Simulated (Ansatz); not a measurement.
## Is this LiCl structure stable?

It was reached by relaxing an invented guess, and it needn't be the stable form of this composition.

All numbers below come from DFT PBE, scalar-relativistic, plane waves, PAW (Ansatz 0.2.0). The final run on the 8-atom cell used 420 eV, a Γ-centred 4×4×6 mesh, 0.02 eV smearing and no spin polarisation.

Space group P4_12_12 (No. 92). a = 6.788 Å, b = 6.788 Å, c = 3.602 Å, α = 90.00°, β = 90.00°, γ = 90.00°
```json
{"atom": "Li", "site": "4a", "symmetry": "..2", "x": "0.6621", "y": "0.6621", "z": "0.5000"}
{"atom": "Cl", "site": "4a", "symmetry": "..2", "x": "0.8294", "y": "0.8294", "z": "0.0000"}
```

Energies over the elements count from the elements' standard structures at the same level (Cl₂ as a molecule), with no fitted energy shifts.

Task: These tests were run: energy against the elements; phonons on a 1×1×2 q mesh. What do they show?

Result:

```
                       test                         result
energy against the elements                 −1.821 eV/atom
  phonons on a 1×1×2 q mesh  no imaginary mode on the mesh
```

It fails none of these tests. Other phases of the system weren't compared here, so this isn't yet thermodynamic stability.

The run for the phonons used a 4×4×6 k mesh.
